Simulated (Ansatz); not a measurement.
# CuO (P1) in Ansatz: a series of runs

Aim: see how the results for CuO move with the level of theory and the settings. Levels: PBE+U, RPBE, PBE. Tasks: relaxation of cell and atoms, single point.

Everything below comes from runs of Ansatz 0.2.0. Logs are shortened: lines on timing, memory, paths and dates and some standing lists are left out, and cuts for length are marked.

### Step 1. The crystal as given

The typed cell holds 2 atoms: a = 2.993 Å, b = 2.993 Å, c = 2.993 Å, α = 60.00°, β = 60.00°, γ = 60.00°.

The cell comes from a database or a generator and needn't be the stable form of this composition.

### Step 2. Relaxation of cell and atoms, PBE+U

The input, input.yaml:

```yaml
crystal:
  lattice:
    - [0.0, 2.11656, 2.11656]
    - [2.11656, 0.0, 2.11656]
    - [2.11656, 2.11656, 0.0]
  atoms:
    - { symbol: Cu, position: [0.02949772, 0.02810087, 0.90802599] }
    - { symbol: O, position: [0.47050228, 0.47189913, 0.59197401] }
hamiltonian:
  xc: pbe
  pseudopotentials: { kind: paw }
  hubbard: { sites: [{ species: Cu, l: d, u_eff: 4.5 }] }
kpoints:
  mp_grid: { grid: [11, 11, 11] }
scf:
  occupations: { method: fermi_dirac, width: 0.05 }
output:
  forces: true
  stress: true
  eigenvalues: true
relax:
  f_tol: 0.01
  max_steps: 40
  cell: { stress_tol: 0.05 }
```

Potentials or basis: Ansatz PAW.

The run is started by

```console
ansatz run input.yaml --threads 2 --pin off --max-ram 5632MiB --backend cpu --events-out ev --progress --plain --runs-dir out
```

The program printed:

```text
Warning: RAYON_NUM_THREADS=2 ignored (pool sized by the plan → 2); use --threads N
Cu: projections on atomic orbitals take those of the free atom [Ne] 3s2 3p6 3d10 4s1, of charge +0.00 (hamiltonian.pseudopotentials.projection_atoms); the dataset's partial waves leave at most 2.0e-6 of an orbital's norm unspanned inside its sphere
O: projections on atomic orbitals take those of the free atom [He] 2s2 2p4, of charge +0.00 (hamiltonian.pseudopotentials.projection_atoms); the dataset's partial waves leave at most 1.9e-8 of an orbital's norm unspanned inside its sphere
Engine: ansatz 0.2.0, aarch64-unknown-linux-gnu
Pseudopotentials: kind: paw
Pseudopotential: Cu, paw, valence charge 19, recommended cutoff 420 eV (normal), Cu.paw.azcp
Pseudopotential: O, paw, valence charge 6, recommended cutoff 420 eV (normal), O.paw.azcp
Functional definition: PBE
  parameter kappa = 0.804
  parameter beta = 0.06672455060314922
  exchange = pbe_x(kappa = kappa, mu = beta*pi^2/3)
  correlation = pbe_c(beta = beta)
Crystal: 2 atoms, lattice volume = 18.964 Å³
Basis set: ecut = 420 eV, 339 PW (Γ), exchange–correlation on 48×48×48 points (8 copies of the dense FFT grid, shifted against one another)
Bands: 17, of which v1, the nominal top of the filled ones, is band 13 counted from 1 (12 counted from 0)
Symmetry: 1 space group operations
Space group: P1 (ITA 1), of the structure as read, at distance tolerance 2.7e-5 Å
k-points: 666 of 1331 (time reversal used)
Non-local potential: Cu, projectors of the file, l = 0: 3, l = 1: 2, l = 2: 3, l = 3: 1
Non-local potential: O, projectors of the file, l = 0: 2, l = 1: 2, l = 2: 1
PAW form: soft (Blöchl's): semilocal exchange-correlation on the pseudo side does not see the compensation charge
PAW one-centre angular grid: Cu, 590 points (default); XC on 64 Gauss nodes
PAW one-centre angular grid: O, 110 points (default); XC on 64 Gauss nodes
Initial density: superposition of atomic densities (chi_scale 0.1, normalization cell, long waves kept (reshape's long-wave potential 0.00 eV rms))
Initial wavefunctions: pseudopotential atomic-orbital guess
Functional: x = pbe(κ = 0.804, μ = 0.2195149727645171), c = pbe(β = 0.06672455060314922)
SCF iter   1: F=—  HF=-7189.408569 eV  |F-HF|=—  |Δ(HF+E_count)|=         —  Δρ=8.06e-2  dr2=7.85e-1  ethr=3.10e-3  ⟨swp⟩=5.3  Hψ=49278  notcnv=0
preconditioner: auto → none  [metal: Δε(μ)=0.002 eV  Ē_g=16.353 eV  σ=0.050 eV  W_gap=0.01  n_scr=8 (ndim 8)  ℏωp=35.2 eV  f_vac=0.000  D(μ)=2.68/eV (n_scr^D=50)  sad-step TF]
SCF iter   2: F=—  HF=-7189.432298 eV  |F-HF|=—  |Δ(HF+E_count)|=   2.37e-2  Δρ=6.44e-2  dr2=3.99e-1  ethr=3.10e-3  ⟨swp⟩=2.0  Hψ=22681  notcnv=0
SCF iter   3: F=—  HF=-7189.387611 eV  |F-HF|=—  |Δ(HF+E_count)|=   4.47e-2  Δρ=1.85e-2  dr2=1.49e-2  ethr=1.60e-3  ⟨swp⟩=2.0  Hψ=22738  notcnv=0
SCF iter   4: F=—  HF=-7189.438800 eV  |F-HF|=—  |Δ(HF+E_count)|=   5.12e-2  Δρ=1.10e-2  dr2=7.23e-3  ethr=5.96e-5  ⟨swp⟩=2.0  Hψ=20018  notcnv=0
SCF iter   5: F=—  HF=-7189.449973 eV  |F-HF|=—  |Δ(HF+E_count)|=   1.12e-2  Δρ=3.87e-3  dr2=2.11e-3  ethr=2.89e-5  ⟨swp⟩=2.0  Hψ=19919  notcnv=0
SCF iter   6: F=—  HF=-7189.449322 eV  |F-HF|=—  |Δ(HF+E_count)|=   6.51e-4  Δρ=1.70e-4  dr2=3.77e-6  ethr=8.45e-6  ⟨swp⟩=2.1  Hψ=16128  notcnv=0
SCF iter   7: F=—  HF=-7189.449313 eV  |F-HF|=—  |Δ(HF+E_count)|=   8.78e-6  Δρ=6.94e-5  dr2=2.90e-7  ethr=1.51e-8  ⟨swp⟩=2.1  Hψ=14230  notcnv=0
SCF iter   8: F=-7189.449313 eV  HF=-7189.449313 eV  |F-HF|=3.05e-9  |Δ(HF+E_count)|=   7.32e-8  Δρ=8.02e-6  dr2=4.53e-9  ethr=4.00e-10  ⟨swp⟩=5.0  Hψ=49528  notcnv=0
SCF 1 converged in 8 iterations: F = -7189.449313 eV  dr2 = 4.53e-9
[... 118 lines left out ...]
relax step  11: F+E_penalty+E_count = -7189.92703625 eV  Δ(F+E_penalty+E_count) = -1.175e-4 eV  max|allowed force component| = 2.267e-5 eV/Å  Δτ_max = 0.0000 Å  P = +0.015 GPa  Ω = 19.376 Å³  stress off target by 2.73e-2 GPa  SCF on the basis re-selected at this cell (its energy is not comparable with the rows above)  (7 SCF iters)
basis re-selected at this cell: Δ(F+E_penalty+E_count) = -1.175e-4 eV, ΔP = +0.001 GPa vs the last step (what re-selecting the basis moved, of the pressure what is left beyond the Pulay correction that the steps carried, after the strain that the cell walked since its last selection, with what the two solves' SCF thresholds leave and, on support functions, any second-order correction that the steps lacked; it is no measure of the basis error at this ecutwfc). This SCF's stress stands 2.73e-2 GPa from its target on what of the cell is left free (relax.cell.stress_tol is 5.00e-2 GPa) and its largest allowed force component is 2.27e-5 eV/Å (relax.f_tol is 1.00e-2 eV/Å): within both
SCF converged after 7 iterations
Free energy (F): -7189.927036 eV
Harris-Foulkes:  -7189.927036 eV  (|F-HF|=1.82e-12)
Internal energy: -7189.915449 eV  (E = F + TS)
E sigma→0 (E₀):  -7189.921242 eV
Entropy (-TS):   -0.011588 eV (-5.794 meV/atom)
Fermi energy:    11.970261 eV
--- Per-component energies (eV) ---
  E_band       = -415.057793
  E_kinetic    = 470.921772
  E_local      = -4648.496275  (includes V_loc(G=0)·N_el)
  E_nonlocal   = 448.323815
  E_hartree    = 2020.077642
  E_xc         = -160.877776
  E_vxc        = -206.488566  (∫ρ·V_xc dr)
  E_hubbard    = 0.906654  (on-site DFT+U / exact-exchange correction)
  E_vhub       = -19.672070  (the Hubbard potential's part of the band-sum identity)
  E_paw        = -1827.512092  (= ΣΔE_a)
  E_vpaw       = -499.804167  (= ΣTr[D̂ρ^β])
  E_aug_tail   = 0.002415  (compensation charges beyond the density's cutoff)
  E_ewald      = -3493.261602
  E_smearing   = -0.011588  (= −TS)
  E_closure    = -0.000000  (closes the sum)
  Σ components = -7189.927036   (vs F -7189.927036, Δ=0.00e0)
--- Forces (eV/Å), atoms counted from 1 ---
  atom   1  Cu     0.00002267     0.00002053    -0.00001280
  atom   2  O     -0.00002267    -0.00002054     0.00001280
  max |Σ_I F_I| component: 3.94e-9 eV/Å
--- Stress (GPa, compression-positive) ---
        0.004936      -0.000535      -0.000629
       -0.000535       0.013240      -0.000312
       -0.000629      -0.000312       0.027265
  P = ⅓ Tr σ = 0.0151 GPa (0.151 kbar)
--- Band table (eV; the first three rows and the last of 666) ---
  k-point 0: bands = ["-98.7812", "-56.1788", "-56.1764", "-56.1749", "-6.8953", "8.5516", "8.5538", "8.5575", "9.3083", "9.3122", "10.1531", "10.1567", "10.1589", "13.9894", "30.8079", "31.3141", "31.3160"]
  k-point 1: bands = ["-98.7813", "-56.1794", "-56.1769", "-56.1754", "-6.8126", "8.3336", "8.5141", "8.5177", "8.9558", "8.9563", "9.8287", "10.6202", "10.6203", "14.5810", "28.6174", "30.8779", "30.8884"]
  k-point 2: bands = ["-98.7812", "-56.1817", "-56.1780", "-56.1761", "-6.5823", "7.5112", "8.1064", "8.1080", "8.8585", "8.8590", "9.5801", "11.3239", "11.3267", "15.7851", "26.2163", "29.5955", "29.6157"]
  k-point 665: bands = ["-98.7819", "-56.1913", "-56.1801", "-56.1785", "-5.6925", "5.0044", "7.0080", "7.0493", "9.2297", "9.2385", "9.9695", "12.3860", "12.6947", "18.8607", "21.9022", "25.7043", "26.5744"]
Occupation matrices written to <dir>
--- Relaxed structure (9 steps of the walk, 9 accepted, 2 SCFs on fresh bases) ---
  F+E_penalty+E_count = -7189.92703625 eV   max|allowed force component| = 2.267e-5 eV/Å   (the final SCF, on the basis selected at the relaxed cell)
  cell:  # Å, volume = 19.3764 Å³
    - [2.8169642260807286e-5, 2.1320293225530316, 2.1303780622343633]
    - [2.133039242720509, 2.039697070550531e-5, 2.1303858349059186]
    - [2.1330364189049678, 2.1320342714090454, 2.3220786246819385e-5]
  atoms:
    - { symbol: Cu, position: [3.129947930302758e-7, 2.1907698131623423e-7, 0.9999988269150564] }
    - { symbol: O, position: [0.4999996870052069, 0.49999978092301844, 0.5000011730849435] }
```

occupation_matrices:

```text
# The occupation matrices of the corrected shells as a run of Ansatz 0.0.0 ended. An entry of
# hamiltonian.hubbard.sites starts from them by `starting_ns: <path of this file>`, where that key's refused
# combinations let it.
# Free energy -7189.927036 eV.
# projection_atom_Cu: [Ne] 3s2 3p6 3d10 4s1
# projection_atom_O: [He] 2s2 2p4
format: ansatz-occupation-matrices/1
state: converged
spin: unpolarized
projectors: all-electron-ortho-atomic
projection_frame: null
lattice: # Å
  - [2.8169642260807286e-5, 2.1320293225530316, 2.1303780622343633]
  - [2.133039242720509, 2.039697070550531e-5, 2.1303858349059186]
  - [2.1330364189049678, 2.1320342714090454, 2.3220786246819385e-5]
atoms: # fractions of the lattice vectors
  - {symbol: Cu, position: [3.129947930302758e-7, 2.1907698131623423e-7, 0.9999988269150564]}
  - {symbol: O, position: [0.4999996870052069, 0.49999978092301844, 0.5000011730849435]}
sites: # a site counts the atoms from 0
  - {site: 0, l: d, shell: 3, starting_ns: [{spin: up, occupation_matrix: site0_d}]} # 9.549 electrons, filled orbitals 5
occupation_matrices: # on the real harmonics m = 0, +1, -1, ... of the Cartesian axes; of spinors up first
  site0_d:
    matrix:
      - [0.8899910261568544, 5.57458543326351e-7, 2.759468295329291e-7, -0.00020719043631552885, 9.214494349237121e-7]
      - [5.57458543326351e-7, 0.9978398991838211, -1.398536017208114e-8, 9.471962705095596e-7, 8.892158381253942e-9]
      - [2.759468295329291e-7, -1.398536017208114e-8, 0.9978414972709916, -4.7255779770379697e-7, 1.7486842115690055e-8]
      - [-0.00020719043631552887, 9.471962705095596e-7, -4.7255779770379697e-7, 0.891018442196614, -1.3965285039544135e-8]
      - [9.214494349237121e-7, 8.892158381253942e-9, 1.7486842115690055e-8, -1.3965285039544135e-8, 0.9978375236354682]
```

It took 3.3 min on 2 threads of Arm Neoverse V1, shared host; peak memory 0.61 GiB.

Results:

| Quantity | Value |
| --- | --- |
| Free energy | -7189.9270 eV |
| Relaxed volume | 9.69 Å³/atom |
| Relaxed cell | a = 3.014 Å, b = 3.015 Å, c = 3.016 Å, α = 59.97°, β = 59.99°, γ = 60.03° |
| Space group after relaxing (to 0.05 Å) | Fm-3m (No. 225) |
| Energy gained by relaxing | 238.9 meV/atom |
| Ionic steps | 11 |
| Pressure after relaxing | 0.0 GPa |
| Band gap on the k mesh | none (metal or under the smearing width) |

The path:
| step | energy change (eV) | largest force (eV/Å) | volume (Å³) |
| --- | --- | --- | --- |
| 1 | 0.0000 | 1.2160 | 18.96 |
| 2 | -0.0959 | 0.9588 | 19.79 |
| 3 | -0.1924 | 0.9383 | 20.49 |
| 4 | -0.3361 | 0.4120 | 20.96 |
| 5 | -0.4546 | 0.0834 | 20.13 |
| 6 | -0.4753 | 0.0091 | 19.28 |
| 7 | -0.4754 | 0.0036 | 19.33 |
| 8 | -0.4754 | 0.0006 | 19.35 |
| 9 | -0.4777 | 0.0006 | 19.35 |
| 10 | -0.4776 | 0.0000 | 19.38 |
| 11 | -0.4777 | 0.0000 | 19.38 |

Final structure:
```cif
data_structure
_symmetry_space_group_name_H-M 'P 1'
_symmetry_Int_Tables_number 1
_cell_length_a 3.0140
_cell_length_b 3.0147
_cell_length_c 3.0159
_cell_angle_alpha 59.971
_cell_angle_beta 59.994
_cell_angle_gamma 60.033
_cell_volume 19.38
loop_
_atom_site_label
_atom_site_type_symbol
_atom_site_fract_x
_atom_site_fract_y
_atom_site_fract_z
_atom_site_occupancy
Cu1 Cu 0.00000 0.00000 0.00000 1
O1 O 0.50000 0.50000 0.50000 1
```

Levels at points of the mesh, in eV from the Fermi level:
```csv
k point,band 10,band 11,band 12,band 13,band 14,band 15,band 16,band 17
"(0.00, 0.00, 0.00)",-2.66,-1.82,-1.81,-1.81,2.02,18.84,19.34,19.35
```

Eigenvalues of the final occupation matrices:
| site | spin | trace | eigenvalues |
| --- | --- | --- | --- |
| site 1 | 1 | 4.77 | 0.89 0.89 1.00 1.00 1.00 |

Caveat: the electronic state changed during the relaxation; the plane-wave basis is chosen anew once the cell has moved, so the energies of steps on either side of that aren't comparable; the pressure holds a Pulay correction of +0.8 GPa for the finite cutoff; an odd number of electrons without spin polarisation forces a metal; a magnetic or distorted state may lie lower; the run has no spin polarisation, though such a crystal can be magnetic; U without spin polarisation on a metal has little footing.

(Continued in part 2 of 2.)
